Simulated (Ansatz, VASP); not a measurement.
## Two plane-wave programs on InP

```
In P
1.0
     0.00000    2.85500    2.85500
     2.85500    0.00000    2.85500
     2.85500    2.85500    0.00000
In P
1 1
Direct
  0.00000 0.00000 0.00000
  0.50000 0.50000 0.50000
```

Measurements of this composition are mostly on another form, of space group No. 216.

Alike in both runs: task relaxation of cell and atoms; functional PBEsol; k mesh 12 × 12 × 12; occupations gaussian, width 0.1 eV; no spin polarisation.

|  | VASP | Ansatz |
| --- | --- | --- |
| version | VASP 6.6.1 | Ansatz 0.2.0 |
| potentials or method | VASP PAW PBE potentials, release 64 (In_d, P) | scalar-relativistic, plane waves, PAW |
| plane-wave cutoff (eV) | 600 | 420 |
| valence electrons in the cell | 18 | 18 |

Ansatz gave:

| Property | Result |
| --- | --- |
| gap on the k mesh at the Fermi level, each at its own relaxed structure (eV) | none |
| relaxed volume (Å³/atom) | 20.31 |
| relaxed cell length with the largest relative difference (Å) | 3.858 |
| energy change over the relaxation (meV/atom) | -88 |

**Question.** Which values does VASP return?

**Answer.** gap on the k mesh at the Fermi level, each at its own relaxed structure (eV): none; relaxed volume (Å³/atom): 20.32; relaxed cell length with the largest relative difference (Å): 3.859; energy change over the relaxation (meV/atom): -86.

A gap of «none» marks a metal or a gap that the smearing closes.

Caveats: the PAW data sets were made with another functional, which shifts forces and pressure a little (VASP); the volume moved by -13 % from the deposited cell, more than functionals usually miss.
